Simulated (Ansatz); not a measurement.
# NbP (I4_1md) in Ansatz: reference runs, part 2 of 2

Ansatz 0.2.0. The steps go on from the part before.

## (9) Single point, PBE, 16.75 Å³/atom (volume scaled by 1.04)

The input, input.yaml:

```yaml
crystal:
  lattice:
    - [-1.6969642459, 1.6969642459, 5.8156445774]
    - [1.6969642459, -1.6969642459, 5.8156445774]
    - [1.6969642459, 1.6969642459, -5.8156445774]
  atoms:
    - { symbol: Nb, position: [0.2498808, 0.7498808, 0.5] }
    - { symbol: Nb, position: [0.4998808, 0.4998808, 0.0] }
    - { symbol: P, position: [0.83274777, 0.33274777, 0.5] }
    - { symbol: P, position: [0.08274777, 0.08274777, 0.0] }
hamiltonian:
  xc: pbe
  pseudopotentials: { kind: paw }
kpoints:
  mp_grid: { grid: [11, 11, 11] }
scf:
  occupations: { method: fermi_dirac, width: 0.05 }
output:
  forces: true
  stress: true
  eigenvalues: true
  write_density: true
  write_potential: true
  elf: true
  volumetric_format: npy
```

Potentials or basis: Ansatz PAW.

On the command line:

```bash
$ ansatz run input.yaml --threads 2 --pin off --max-ram 5120MiB --backend cpu --events-out ev --progress --plain --runs-dir out
```

The program printed:

```text
Warning: RAYON_NUM_THREADS=2 ignored (pool sized by the plan → 2); use --threads N
basis.fft_grid_basis auto: the FFT boxes are laid along the combinations [[1, -1, 0], [0, 1, 0], [1, 0, 1]] of the cell's own vectors, 4.800, 6.291 and 3.394 Å long. The dense box has 36×45×24 points. Along the cell's own vectors, as sized, it would have 45×45×45, 2.34 times as many. Of the 8 symmetry operations that the crystal satisfies within crystal.symmetry.tolerance (time reversal apart; of a slab, those that keep its plane) the dense box along the cell's own vectors carries 8, and the one as laid loses 7 of those. basis.fft_grid_basis: typed keeps the cell's own vectors: state it where this run's energies or levels are differenced outside the engine with another run's, or held beside a run that keeps those vectors. Those combinations have planes normal to reciprocal vector 3, as the cell's own vectors have. Each planar average written beside output.write_density, output.write_potential has a row for each plane of the box: 24. The volumetric files lie along those combinations, not along the cell's own vectors: a cube or XSF file states them, and fields.json those of NumPy files.
Engine: ansatz 0.2.0, aarch64-unknown-linux-gnu
Pseudopotentials: kind: paw
Pseudopotential: Nb, paw, valence charge 13, recommended cutoff 420 eV (normal), Nb.paw.azcp
Pseudopotential: P, paw, valence charge 5, recommended cutoff 420 eV (normal), P.paw.azcp
Functional definition: PBE
  parameter kappa = 0.804
  parameter beta = 0.06672455060314922
  exchange = pbe_x(kappa = kappa, mu = beta*pi^2/3)
  correlation = pbe_c(beta = beta)
Crystal: 4 atoms, lattice volume = 66.989 Å³
Basis set: ecut = 420 eV, 1339 PW (Γ), FFT grids on a1−a2, a2, a1+a3, exchange–correlation on 72×90×48 points (8 copies of the dense FFT grid, shifted against one another)
Bands: 22, of which v1, the nominal top of the filled ones, is band 18 counted from 1 (17 counted from 0)
Symmetry: 8 space group operations
Space group: I41md (ITA 109), of the structure as read, at distance tolerance 4.1e-5 Å
k-points: 126 of 1331 (time reversal used)
[... 35 lines left out ...]
  E_ewald      = -2891.799242
  E_smearing   = -0.005760  (= −TS)
  E_closure    = 0.000000  (closes the sum)
  Σ components = -10619.994956   (vs F -10619.994956, Δ=0.00e0)
--- Forces (eV/Å), atoms counted from 1 ---
  atom   1  Nb     0.00000000    -0.00000000     0.00346473
  atom   2  Nb    -0.00000000    -0.00000000     0.00346473
  atom   3  P      0.00000000    -0.00000000    -0.00346243
  atom   4  P     -0.00000000    -0.00000000    -0.00346243
  max |Σ_I F_I| component: 4.59e-6 eV/Å
--- Stress (GPa, compression-positive) ---
       -7.961814      -0.000000      -0.000000
       -0.000000      -7.961814       0.000000
       -0.000000      -0.000000      -7.301542
  P = ⅓ Tr σ = -7.7417 GPa (-77.417 kbar)
--- Band table (eV; the first three rows and the last of 126) ---
  k-point 0: bands = ["-40.8601", "-40.8298", "-17.0783", "-16.9229", "-16.9229", "-16.7893", "-16.7893", "-16.7521", "1.6677", "3.9297", "8.1934", "11.2860", "11.9912", "11.9912", "12.1613", "12.5556", "12.8353", "12.8353", "14.9662", "15.6758", "16.6872", "17.1376"]
  k-point 1: bands = ["-40.8572", "-40.8282", "-17.0690", "-16.9419", "-16.9370", "-16.8087", "-16.8036", "-16.7501", "1.8758", "3.9967", "8.3166", "10.9427", "11.8188", "11.8762", "11.9200", "12.3456", "12.9541", "13.0923", "14.6678", "15.2182", "16.7047", "16.7315"]
  k-point 2: bands = ["-40.8494", "-40.8241", "-17.0495", "-16.9904", "-16.9683", "-16.8535", "-16.8402", "-16.7526", "2.4372", "4.1350", "8.7357", "10.1604", "10.8464", "11.3508", "11.4675", "12.4990", "13.3746", "13.4718", "14.4329", "14.6100", "16.2301", "17.0116"]
  k-point 125: bands = ["-40.8441", "-40.8435", "-16.9573", "-16.9273", "-16.9169", "-16.9062", "-16.7977", "-16.7813", "2.6646", "2.6847", "10.1604", "10.2903", "11.1867", "11.4975", "11.5910", "12.0780", "13.2048", "13.7334", "15.0091", "15.7512", "16.0769", "16.3863"]
```

rho_z.tsv:

```text
# z_ang	rho[e/angstrom^3]
# format = ansatz-planar-average/11
# lattice	-1.696964246	1.696964246	5.815644577
# lattice	1.696964246	-1.696964246	5.815644577
# lattice	1.696964246	1.696964246	-5.815644577
# sites	4
# site	41	1.696964246	0.000000000	2.906435839
# site	41	0.000000000	0.000000000	5.814258128
# site	15	0.000000000	1.696964246	3.870285528
# site	15	0.000000000	0.000000000	0.962463240
0.000000	5.594974e-1
0.262140	5.576770e-1
0.524279	5.515427e-1
0.786419	5.404704e-1
1.048558	5.263383e-1
1.310698	5.140586e-1
1.572838	5.091524e-1
1.834977	5.140586e-1
2.097117	5.263383e-1
2.359257	5.404704e-1
2.621396	5.515427e-1
2.883536	5.576770e-1
3.145675	5.594974e-1
3.407815	5.576770e-1
3.669955	5.515427e-1
3.932094	5.404704e-1
4.194234	5.263383e-1
4.456374	5.140586e-1
4.718513	5.091524e-1
4.980653	5.140586e-1
5.242792	5.263383e-1
5.504932	5.404704e-1
5.767072	5.515427e-1
6.029211	5.576770e-1
```

It took 14 s on 2 threads of Arm Neoverse V1, shared host; peak memory 0.48 GiB.

Results:

* Free energy: -10619.9950 eV
* Pressure: -7.7 GPa
* Largest force: 0.003 eV/Å
* Band gap on the k mesh: none (metal or under the smearing width)

## (10) Single point, PBE, 17.07 Å³/atom (volume scaled by 1.06)

input.yaml, as its differences from that of step 9:

```diff
@@ -2,5 +2,5 @@
   lattice:
-    - [-1.6969642459, 1.6969642459, 5.8156445774]
-    - [1.6969642459, -1.6969642459, 5.8156445774]
-    - [1.6969642459, 1.6969642459, -5.8156445774]
+    - [-1.7077732268, 1.7077732268, 5.8526878982]
+    - [1.7077732268, -1.7077732268, 5.8526878982]
+    - [1.7077732268, 1.7077732268, -5.8526878982]
   atoms:
@@ -21,5 +21 @@
   eigenvalues: true
-  write_density: true
-  write_potential: true
-  elf: true
-  volumetric_format: npy
```

On the command line:

```bash
$ ansatz run input.yaml --threads 2 --pin off --max-ram 5120MiB --backend cpu --events-out ev --progress --plain --runs-dir out
```

Wall time 8.7 s (2 threads of Arm Neoverse V1, shared host); peak memory 0.46 GiB.

It converged, with:

```
Free energy            : -10619.9211 eV
Pressure               : -10.6 GPa
Band gap on the k mesh : none (metal or under the smearing width)
```

## (11) Equation of state, PBE

Potentials or basis: Ansatz PAW.

No new run: the results of the series are fitted here.

What came out:

```
Equilibrium volume                        : 16.01 Å³/atom
Bulk modulus at fixed shape and positions : 190 GPa
Pressure derivative of the bulk modulus   : 4.3
```

Energy against volume, from the lowest point:
| volume (Å³/atom) | energy (meV/atom) |
| --- | --- |
| 15.137 | 30.87 |
| 15.459 | 11.67 |
| 15.781 | 1.69 |
| 16.103 | 0.00 |
| 16.425 | 5.76 |
| 16.747 | 18.20 |
| 17.069 | 36.66 |

Caveat: the cell was scaled at fixed shape and fractional positions, which overstates the stiffness of a crystal with free parameters, most of all of layers and chains.

## (12) Summary

| task | cell | gap on the mesh (eV) | pressure (GPa) | largest force (eV/Å) |
| --- | --- | --- | --- | --- |
| single point | as given | none | -1.1 | 0.02 |
| single point | atoms moved at random, drawn with an rms of 0.05 Å | none | -0.5 | 1.27 |
| equation of state | as given | - | - | - |

Alike in all rows: level PBE; potentials or basis Ansatz PAW; no spin polarisation; k mesh 11 × 11 × 11; cutoff (eV) 420; smearing fermi-dirac 0.05 eV.

Caveats: the cell was scaled at fixed shape and fractional positions, which overstates the stiffness of a crystal with free parameters, most of all of layers and chains (some runs).

Total energies depend on the potentials used, so only differences within one code and one set of settings carry meaning.
